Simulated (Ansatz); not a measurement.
# Sb (I4/mmm) in Ansatz: notebook

The runs below take Sb through single point, equation of state, with PBEsol.

Program: Ansatz 0.2.0. These are calculated values, not measurements. Logs are shortened: lines on timing, memory, paths and dates and some standing lists are left out, and cuts for length are marked.

## 1. The structure

Symmetry: I4/mmm, No. 139, tetragonal system. The conventional cell has a = 3.153 Å, b = 3.153 Å, c = 5.424 Å, α = 90.00°, β = 90.00°, γ = 90.00°. Around Sb (site symmetry 4/mmm) lie 12 Sb at 3.15 to 3.51 Å.

This isn't the form of Sb at room conditions, which is rhombohedral.

## 2. Single point, PBEsol, 25.34 Å³/atom (volume scaled by 0.94)

Input file input.yaml:

```yaml
crystal:
  lattice:
    - [-1.5443568632, 1.5443568632, 2.656577215]
    - [1.5443568632, -1.5443568632, 2.656577215]
    - [1.5443568632, 1.5443568632, -2.656577215]
  atoms:
    - { symbol: Sb, position: [0.0, 0.0, 0.0] }
hamiltonian:
  xc: pbesol
  pseudopotentials: { kind: paw }
kpoints:
  mp_grid: { grid: [12, 12, 12] }
scf:
  occupations: { method: fermi_dirac, width: 0.05 }
output:
  forces: true
  stress: true
  eigenvalues: true
```

Potentials or basis: Ansatz PAW.

Started as:

```bash
$ ansatz run input.yaml --threads 2 --pin off --max-ram 5632MiB --backend cpu --events-out ev --progress --plain --runs-dir out
```

Standard output:

```text
Warning: RAYON_NUM_THREADS=2 ignored (pool sized by the plan → 2); use --threads N
Engine: ansatz 0.2.0, x86_64-unknown-linux-gnu
Pseudopotentials: kind: paw
Pseudopotential: Sb, paw, valence charge 15, recommended cutoff 420 eV (normal), Sb.paw.azcp
Functional definition: PBEsol
  exchange = pbesol_x
  correlation = pbesol_c
Crystal: 1 atoms, lattice volume = 25.344 Å³
Basis set: ecut = 420 eV, 501 PW (Γ), exchange–correlation on 48×48×48 points (8 copies of the dense FFT grid, shifted against one another)
Bands: 12, of which v1, the nominal top of the filled ones, is band 8 counted from 1 (7 counted from 0)
Symmetry: 16 space group operations
Space group: I4/mmm (ITA 139), of the structure as read, at distance tolerance 2.9e-5 Å
k-points: 163 of 1728
Non-local potential: Sb, projectors of the file, l = 0: 2, l = 1: 2, l = 2: 2, l = 3: 2
PAW form: soft (Blöchl's): semilocal exchange-correlation on the pseudo side does not see the compensation charge
PAW frozen core: Sb, regenerated for the run's functional, and the local potential with it (the file was generated under x = pbe(κ = 0.804, μ = 0.2195149727645171), c = pbe(β = 0.06672455060314922))
PAW one-centre angular grid: Sb, 590 points (default); XC on 64 Gauss nodes
Initial density: superposition of atomic densities (neutral atoms: chi_scale 0, normalization atom), corrected by the library's trained network
Initial wavefunctions: pseudopotential atomic-orbital guess
Functional: x = pbesol(κ = 0.804, μ = 0.12345679012345678), c = pbesol(β = 0.046)
SCF iter   1: F=—  HF=-6407.829253 eV  |F-HF|=—  |Δ(HF+E_count)|=         —  Δρ=2.75e-3  dr2=1.07e-3  ethr=1.77e-3  ⟨swp⟩=5.9  Hψ=11723  notcnv=0
preconditioner: auto → Kerker (q_TF=auto, 2.500 Å⁻¹)  [metal: Δε(μ)=0.040 eV  Ē_g=12.937 eV  σ=0.050 eV  W_gap=0.20  n_scr=10 (ndim 8)  ℏωp=16.5 eV  f_vac=0.000  D(μ)=0.65/eV (n_scr^D=0)]
SCF iter   2: F=—  HF=-6407.828176 eV  |F-HF|=—  |Δ(HF+E_count)|=   1.08e-3  Δρ=1.63e-3  dr2=4.50e-4  ethr=7.10e-6  ⟨swp⟩=1.9  Hψ=3513  notcnv=0  defer=1
SCF iter   3: F=—  HF=-6407.828034 eV  |F-HF|=—  |Δ(HF+E_count)|=   1.43e-4  Δρ=4.81e-4  dr2=3.32e-5  ethr=3.00e-6  ⟨swp⟩=2.0  Hψ=3126  notcnv=0  defer=1
SCF iter   4: F=—  HF=-6407.828000 eV  |F-HF|=—  |Δ(HF+E_count)|=   3.40e-5  Δρ=1.19e-4  dr2=4.83e-6  ethr=2.22e-7  ⟨swp⟩=2.0  Hψ=3127  notcnv=0  defer=1
SCF iter   5: F=—  HF=-6407.827998 eV  |F-HF|=—  |Δ(HF+E_count)|=   1.09e-6  Δρ=6.02e-5  dr2=1.10e-6  ethr=3.22e-8  ⟨swp⟩=1.0  Hψ=1906  notcnv=0  defer=1
SCF iter   6: F=—  HF=-6407.827998 eV  |F-HF|=—  |Δ(HF+E_count)|=   3.83e-7  Δρ=2.10e-5  dr2=1.13e-7  ethr=7.33e-9  ⟨swp⟩=2.1  Hψ=3045  notcnv=0  defer=1
SCF iter   7: F=-6407.827998 eV  HF=-6407.827998 eV  |F-HF|=1.09e-8  |Δ(HF+E_count)|=   6.29e-8  Δρ=5.72e-6  dr2=9.04e-9  ethr=6.67e-10  ⟨swp⟩=5.6  Hψ=7953  notcnv=0
SCF 1 converged in 7 iterations: F = -6407.827998 eV  dr2 = 9.04e-9
SCF converged after 7 iterations
Free energy (F): -6407.827998 eV
Harris-Foulkes:  -6407.827998 eV  (|F-HF|=1.09e-8)
Internal energy: -6407.822641 eV  (E = F + TS)
E sigma→0 (E₀):  -6407.825320 eV
Entropy (-TS):   -0.005357 eV (-5.357 meV/atom)
Fermi energy:    12.536391 eV
--- Per-component energies (eV) ---
  E_band       = -131.816177
  E_kinetic    = 208.198820
  E_local      = -1391.215285  (includes V_loc(G=0)·N_el)
  E_nonlocal   = 363.673419
  E_hartree    = 638.906968
  E_xc         = -138.208352
  E_vxc        = -97.532957  (∫ρ·V_xc dr)
  E_paw        = -4498.955851  (= ΣΔE_a)
  E_vpaw       = -492.758797  (= ΣTr[D̂ρ^β])
  E_aug_tail   = -0.000002  (compensation charges beyond the density's cutoff)
  E_ewald      = -1590.554216
  E_core_change = 0.331857  (= ΣΔE_core)
  E_smearing   = -0.005357  (= −TS)
  E_closure    = -0.000000  (closes the sum)
  Σ components = -6407.827998   (vs F -6407.827998, Δ=0.00e0)
--- Forces (eV/Å), atoms counted from 1 ---
  atom   1  Sb     0.00000000     0.00000000    -0.00000000
  max |Σ_I F_I| component: 2.47e-32 eV/Å
--- Stress (GPa, compression-positive) ---
        3.696578       0.000000       0.000000
        0.000000       3.696578       0.000000
        0.000000       0.000000       2.091090
  P = ⅓ Tr σ = 3.1614 GPa (31.614 kbar)
--- Band table (eV; the first three rows and the last of 163) ---
  k-point 0: bands = ["-16.7970", "-16.7398", "-16.6968", "-16.6968", "-16.6288", "-0.9297", "17.6206", "18.4021", "18.4021", "22.7662", "23.1063", "24.0310"]
  k-point 1: bands = ["-16.7810", "-16.7338", "-16.7013", "-16.6947", "-16.6346", "-0.7073", "17.1864", "17.2548", "17.5804", "21.4965", "23.0263", "24.2201"]
  k-point 2: bands = ["-16.7370", "-16.7180", "-16.7137", "-16.6887", "-16.6506", "-0.0413", "15.4007", "15.9344", "16.1268", "19.8419", "23.1067", "23.3389"]
  k-point 162: bands = ["-16.8212", "-16.7546", "-16.6326", "-16.6326", "-16.6129", "3.1241", "6.4606", "14.7604", "14.7604", "18.6322", "18.8957", "34.0803"]
```

Wall time 1.1 s (2 threads of Intel Xeon Platinum 8488C (Sapphire Rapids), shared host); peak memory 0.4 GiB.

Results:

| Item | Value |
| --- | --- |
| Free energy | -6407.8280 eV |
| Pressure | 3.2 GPa |
| Band gap on the k mesh | none (metal or under the smearing width) |

Caveat: the PAW data sets come from PBE, with cores solved anew for the run's functional, which leaves a small shift of forces and pressure.

## 3. Single point, PBEsol, 25.88 Å³/atom (volume scaled by 0.96)

Input file input.yaml:

```yaml
crystal:
  lattice:
    - [-1.5552329741, 1.5552329741, 2.6752861216]
    - [1.5552329741, -1.5552329741, 2.6752861216]
    - [1.5552329741, 1.5552329741, -2.6752861216]
  atoms:
    - { symbol: Sb, position: [0.0, 0.0, 0.0] }
hamiltonian:
  xc: pbesol
  pseudopotentials: { kind: paw }
kpoints:
  mp_grid: { grid: [12, 12, 12] }
scf:
  occupations: { method: fermi_dirac, width: 0.05 }
output:
  forces: true
  stress: true
  eigenvalues: true
  write_density: true
  write_potential: true
  elf: true
  volumetric_format: npy
```

Potentials or basis: Ansatz PAW.

Started as:

```bash
$ ansatz run input.yaml --threads 2 --pin off --max-ram 5632MiB --backend cpu --events-out ev --progress --plain --runs-dir out
```

Wall time 1.5 s (2 threads of Intel Xeon Platinum 8488C (Sapphire Rapids), shared host); peak memory 0.39 GiB.

The run converged. Its results:

```yaml
Free_energy: -6407.8358 eV
Pressure: 1.5 GPa
Band_gap_on_the_k_mesh: none (metal or under the smearing width)
```

Caveat: the PAW data sets come from PBE, with cores solved anew for the run's functional, which leaves a small shift of forces and pressure.

## 4. Single point, PBEsol, 26.42 Å³/atom (volume scaled by 0.98)

input.yaml, as its differences from that of step 3:

```diff
@@ -2,5 +2,5 @@
   lattice:
-    - [-1.5552329741, 1.5552329741, 2.6752861216]
-    - [1.5552329741, -1.5552329741, 2.6752861216]
-    - [1.5552329741, 1.5552329741, -2.6752861216]
+    - [-1.5659590577, 1.5659590577, 2.6937369538]
+    - [1.5659590577, -1.5659590577, 2.6937369538]
+    - [1.5659590577, 1.5659590577, -2.6937369538]
   atoms:
```

Started as:

```bash
$ ansatz run input.yaml --threads 2 --pin off --max-ram 5632MiB --backend cpu --events-out ev --progress --plain --runs-dir out
```

Run time: 1.5 s. Hardware: 2 threads of Intel Xeon Platinum 8488C (Sapphire Rapids), shared host; peak memory 0.41 GiB.

It converged, with:

* Free energy: -6407.8384 eV
* Pressure: 0.0 GPa
* Band gap on the k mesh: none (metal or under the smearing width)

Caveat: the PAW data sets come from PBE, with cores solved anew for the run's functional, which leaves a small shift of forces and pressure.

## 5. Single point, PBEsol, 26.96 Å³/atom

Input file input.yaml:

```yaml
crystal:
  lattice:
    - [-1.5765401831, 1.5765401831, 2.7119384313]
    - [1.5765401831, -1.5765401831, 2.7119384313]
    - [1.5765401831, 1.5765401831, -2.7119384313]
  atoms:
    - { symbol: Sb, position: [0.0, 0.0, 0.0] }
hamiltonian:
  xc: pbesol
  pseudopotentials: { kind: paw }
kpoints:
  mp_grid: { grid: [12, 12, 12] }
scf:
  occupations: { method: fermi_dirac, width: 0.05 }
output:
  forces: true
  stress: true
  eigenvalues: true
```

Started as:

```bash
$ ansatz run input.yaml --threads 2 --pin off --max-ram 5632MiB --backend cpu --events-out ev --progress --plain --runs-dir out
```

Run time: 1.1 s. Hardware: 2 threads of Intel Xeon Platinum 8488C (Sapphire Rapids), shared host; peak memory 0.4 GiB.

Results (log left out):

* Free energy: -6407.8363 eV
* Pressure: -1.3 GPa
* Band gap on the k mesh: none (metal or under the smearing width)

Caveat: the PAW data sets come from PBE, with cores solved anew for the run's functional, which leaves a small shift of forces and pressure.

## 6. Single point, PBEsol, 27.50 Å³/atom (volume scaled by 1.02)

Input file input.yaml:

```yaml
crystal:
  lattice:
    - [-1.5869811508, 1.5869811508, 2.7298988119]
    - [1.5869811508, -1.5869811508, 2.7298988119]
    - [1.5869811508, 1.5869811508, -2.7298988119]
  atoms:
    - { symbol: Sb, position: [0.0, 0.0, 0.0] }
hamiltonian:
  xc: pbesol
  pseudopotentials: { kind: paw }
kpoints:
  mp_grid: { grid: [12, 12, 12] }
scf:
  occupations: { method: fermi_dirac, width: 0.05 }
output:
  forces: true
  stress: true
  eigenvalues: true
  write_density: true
  write_potential: true
  elf: true
  volumetric_format: npy
```

Potentials or basis: Ansatz PAW.

Started as:

```bash
$ ansatz run input.yaml --threads 2 --pin off --max-ram 5632MiB --backend cpu --events-out ev --progress --plain --runs-dir out
```

Run time: 1.6 s. Hardware: 2 threads of Intel Xeon Platinum 8488C (Sapphire Rapids), shared host; peak memory 0.41 GiB.

Results (log left out):

* Free energy: -6407.8300 eV
* Pressure: -2.4 GPa
* Band gap on the k mesh: none (metal or under the smearing width)

Caveat: the PAW data sets come from PBE, with cores solved anew for the run's functional, which leaves a small shift of forces and pressure.

## 7. Single point, PBEsol, 28.04 Å³/atom (volume scaled by 1.04)

input.yaml, as its differences from that of step 6:

```diff
@@ -2,5 +2,5 @@
   lattice:
-    - [-1.5869811508, 1.5869811508, 2.7298988119]
-    - [1.5869811508, -1.5869811508, 2.7298988119]
-    - [1.5869811508, 1.5869811508, -2.7298988119]
+    - [-1.597286512, 1.597286512, 2.7476259243]
+    - [1.597286512, -1.597286512, 2.7476259243]
+    - [1.597286512, 1.597286512, -2.7476259243]
   atoms:
```

Started as:

```bash
$ ansatz run input.yaml --threads 2 --pin off --max-ram 5632MiB --backend cpu --events-out ev --progress --plain --runs-dir out
```

It took 1.5 s on 2 threads of Intel Xeon Platinum 8488C (Sapphire Rapids), shared host; peak memory 0.38 GiB.

The run converged. Its results:

```
Free energy            : -6407.8199 eV
Pressure               : -3.5 GPa
Band gap on the k mesh : none (metal or under the smearing width)
```

Caveat: the PAW data sets come from PBE, with cores solved anew for the run's functional, which leaves a small shift of forces and pressure.

## 8. Single point, PBEsol, 28.58 Å³/atom (volume scaled by 1.06)

Input file input.yaml:

```yaml
crystal:
  lattice:
    - [-1.6074605858, 1.6074605858, 2.7651271982]
    - [1.6074605858, -1.6074605858, 2.7651271982]
    - [1.6074605858, 1.6074605858, -2.7651271982]
  atoms:
    - { symbol: Sb, position: [0.0, 0.0, 0.0] }
hamiltonian:
  xc: pbesol
  pseudopotentials: { kind: paw }
kpoints:
  mp_grid: { grid: [12, 12, 12] }
scf:
  occupations: { method: fermi_dirac, width: 0.05 }
output:
  forces: true
  stress: true
  eigenvalues: true
```

Started as:

```bash
$ ansatz run input.yaml --threads 2 --pin off --max-ram 5632MiB --backend cpu --events-out ev --progress --plain --runs-dir out
```

It took 1.1 s on 2 threads of Intel Xeon Platinum 8488C (Sapphire Rapids), shared host; peak memory 0.39 GiB.

Results (log left out):

- Free energy: -6407.8066 eV
- Pressure: -4.4 GPa
- Band gap on the k mesh: none (metal or under the smearing width)

Caveat: the PAW data sets come from PBE, with cores solved anew for the run's functional, which leaves a small shift of forces and pressure.

## 9. Equation of state, PBEsol

Potentials or basis: Ansatz PAW.

This step only gathers the single runs of the series.

Results:

```yaml
Equilibrium_volume: 26.44 Å³/atom
Bulk_modulus_at_fixed_shape_and_positions: 68 GPa
Pressure_derivative_of_the_bulk_modulus: 4.6
```

Energy against volume, from the lowest point:
```
volume (Å³/atom)  energy (meV/atom)
          25.344              10.37
          25.883               2.56
          26.423               0.00
          26.962               2.11
          27.501               8.40
          28.040              18.43
          28.580              31.77
```

Caveat: the cell was scaled at fixed shape and fractional positions, which overstates the stiffness of a crystal with free parameters, most of all of layers and chains. The run has no spin-orbit coupling, so splittings on Sb are missing.
